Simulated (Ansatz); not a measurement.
**Y: how the settings move a single-point run**

How sensitive is a single-point run of Y to its settings? A reference run comes first, then one run with altered input.

Method: reference: DFT, PBE, all-electron PAW with datasets made for the crystal, scalar-relativistic, in Ansatz 0.2.0.

### 1 The starting structure

Symmetry: I4/mmm, No. 139, tetragonal system. The conventional cell has a = 3.532 Å, b = 3.532 Å, c = 4.920 Å, α = 90.00°, β = 90.00°, γ = 90.00°. Y (site symmetry 4/mmm) has 12 Y at 3.51 to 3.53 Å in its first shell of neighbours.

Structure file:

```
Y
1.0
     0.00000    2.49752    2.46015
     2.49752    0.00000    2.46015
     2.49752    2.49752    0.00000
Y
1
Direct
  0.00000 0.00000 0.00000
```

### 2 The reference run

input.yaml

```yaml
crystal:
  lattice:
    - [0.0, 2.497518971, 2.46015]
    - [2.497518971, 0.0, 2.46015]
    - [2.497518971, 2.497518971, 0.0]
  atoms:
    - { symbol: "Y", position: [0.0, 0.0, 0.0] }
kpoints:
  mp_grid: { grid: [13, 13, 13] }
scf:
  occupations: { method: fermi_dirac, width: 0.05 }
hamiltonian:
  xc: pbe
  pseudopotentials: { kind: all_electron, datasets: crystal }
output:
  forces: true
  stress: true
  eigenvalues: true
  efg: { contact_densities: true }
```

Launch:

```sh
> ansatz run input.yaml --threads 1 --pin off --max-ram 2048MiB --backend cpu --events-out ev --progress --plain --runs-dir out
```

### 3 Changed: occupations.method tetrahedron_uncorrected, lower_state_search off, accuracy medium, width left out

input.yaml, as its differences from that of step 2:

```diff
@@ -10,3 +10,4 @@
 scf:
-  occupations: { method: fermi_dirac, width: 0.05 }
+  occupations: { method: tetrahedron_uncorrected }
+  lower_state_search: "off"
 hamiltonian:
@@ -19 +20,2 @@
   efg: { contact_densities: true }
+accuracy: medium
```

What does the calculation give? Wanted: for each run, ending; energy change; pressure; gap; force.

**Answer**, as computed:

```
                                                                                                   run     ending         energy change  pressure (GPa)  gap (eV)  force (eV/Å)  cycles   time
                                                                                             reference  converged                     0             2.4      0.00          0.00       7  9.2 s
1: occupations.method tetrahedron_uncorrected, lower_state_search off, accuracy medium, width left out  converged  +14.3 meV/atom (σ→0)             2.5      0.00          0.00       6  8.8 s
```

Residual by cycle in the longest SCF loop of each run; runs are numbered as in the table. The quantity is the density residual dr2, in eV.

```
cycle  reference   run 1
    1     0.0707  0.0697
    2      0.028  0.0267
    3     7.4e-4  6.1e-4
    4     2.4e-5  2.9e-5
    5     4.7e-7  9.5e-8
    6     3.8e-8  9.2e-9
    7     1.4e-9       -
```

**Reading.** Changing the smearing, search for lower states and accuracy level moves the energy by +14.3 meV/atom (σ→0 values).
